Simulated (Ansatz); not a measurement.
# MgO: a sublattice displacement scan

Aim: for MgO, measure how stiffly every O atom is held.

The COD cell was measured well above room temperature, so it is larger than a cold one.

Computed with Ansatz 0.2.0 (DFT LDA, scalar-relativistic, plane waves, PAW, unless a step's input says otherwise).

### Step 1. The starting structure

It takes space group Fm-3m (No. 225, cubic). The conventional cell has a = 4.270 Å, b = 4.270 Å, c = 4.270 Å, α = 90.00°, β = 90.00°, γ = 90.00°. Mg (site symmetry m-3m) has 6 O at 2.14 Å as nearest neighbours. O (site symmetry m-3m) is surrounded by 6 Mg at 2.14 Å.

Structure file:

```xyz
2
Lattice="0.0000 2.1351 2.1351 2.1351 0.0000 2.1351 2.1351 2.1351 0.0000" Properties=species:S:1:pos:R:3 pbc="T T T"
Mg    0.0000    0.0000    0.0000
O     2.1351    2.1351    2.1351
```

The cell is taken as given, not relaxed at this level.

### Step 2. Zero of energy

The reference gives a free energy of -2460.0083 eV, pressure -11.58 GPa, largest force 0.000 eV/Å and gap on the mesh 4.27 eV. It was computed beforehand with the settings of the runs below.

### Step 3. Setting up a sublattice displacement scan

Every O atom is moved by x along the Cartesian unit vector (0.000, 0.000, 1.000); the cell and all other atoms stay fixed. Forces below are components along that vector, summed over the moved atoms.

### Step 4. At x = -0.100 Å

The input, input.yaml:

```yaml
crystal:
  lattice:
    - [0.0, 2.13515, 2.13515]
    - [2.13515, 0.0, 2.13515]
    - [2.13515, 2.13515, 0.0]
  atoms:
    - { symbol: Mg, position: [0.0, 0.0, 0.0] }
    - { symbol: O, position: [0.4765824415, 0.4765824415, 0.5234175585] }
basis:
  ecutwfc: 420
kpoints:
  mp_grid: { grid: [10, 10, 10] }
hamiltonian:
  xc: lda
scf:
  occupations: { method: gaussian, width: 0.05 }
output:
  forces: true
  stress: true
  eigenvalues: true
```

### Step 5. At x = 0.075 Å

Edit input.yaml of step 4 so:

```diff
@@ -7,3 +7,3 @@
     - { symbol: Mg, position: [0.0, 0.0, 0.0] }
-    - { symbol: O, position: [0.4765824415, 0.4765824415, 0.5234175585] }
+    - { symbol: O, position: [0.5175631689, 0.5175631689, 0.4824368311] }
 basis:
```

### Step 6. Point x = -0.050 Å

Edit input.yaml of step 5 so:

```diff
@@ -7,3 +7,3 @@
     - { symbol: Mg, position: [0.0, 0.0, 0.0] }
-    - { symbol: O, position: [0.5175631689, 0.5175631689, 0.4824368311] }
+    - { symbol: O, position: [0.4882912208, 0.4882912208, 0.5117087792] }
 basis:
```

### Step 7. x = 0.025 Å

Edit input.yaml of step 6 so:

```diff
@@ -7,3 +7,3 @@
     - { symbol: Mg, position: [0.0, 0.0, 0.0] }
-    - { symbol: O, position: [0.4882912208, 0.4882912208, 0.5117087792] }
+    - { symbol: O, position: [0.5058543896, 0.5058543896, 0.4941456104] }
 basis:
```

### Step 8. Point x = 0.087 Å

Edit input.yaml of step 7 so:

```diff
@@ -7,3 +7,3 @@
     - { symbol: Mg, position: [0.0, 0.0, 0.0] }
-    - { symbol: O, position: [0.5058543896, 0.5058543896, 0.4941456104] }
+    - { symbol: O, position: [0.5204903637, 0.5204903637, 0.4795096363] }
 basis:
```

### Step 9. x = 0.062 Å

Edit input.yaml of step 8 so:

```diff
@@ -7,3 +7,3 @@
     - { symbol: Mg, position: [0.0, 0.0, 0.0] }
-    - { symbol: O, position: [0.5204903637, 0.5204903637, 0.4795096363] }
+    - { symbol: O, position: [0.5146359741, 0.5146359741, 0.4853640259] }
 basis:
```

### Step 10. x = 0.037 Å

Edit input.yaml of step 9 so:

```diff
@@ -7,3 +7,3 @@
     - { symbol: Mg, position: [0.0, 0.0, 0.0] }
-    - { symbol: O, position: [0.5146359741, 0.5146359741, 0.4853640259] }
+    - { symbol: O, position: [0.5087815844, 0.5087815844, 0.4912184156] }
 basis:
```

### Step 11. x = 0.013 Å

Edit input.yaml of step 10 so:

```diff
@@ -7,3 +7,3 @@
     - { symbol: Mg, position: [0.0, 0.0, 0.0] }
-    - { symbol: O, position: [0.5087815844, 0.5087815844, 0.4912184156] }
+    - { symbol: O, position: [0.5029271948, 0.5029271948, 0.4970728052] }
 basis:
```

(Steps that only read results are left out.)

Q: Predict the outcome of this session.

The runs gave:

```
                                                        quantity       value
force constant along x, from the points at -0.050, 0 and 0.013 Å  3.96 eV/Å²
```

What this shows: The restoring force grows by 3.96 eV/Å per Å near the site. The undisturbed cell stays the lowest of the sampled points. The gap on the mesh stays between 4.26 and 4.27 eV.
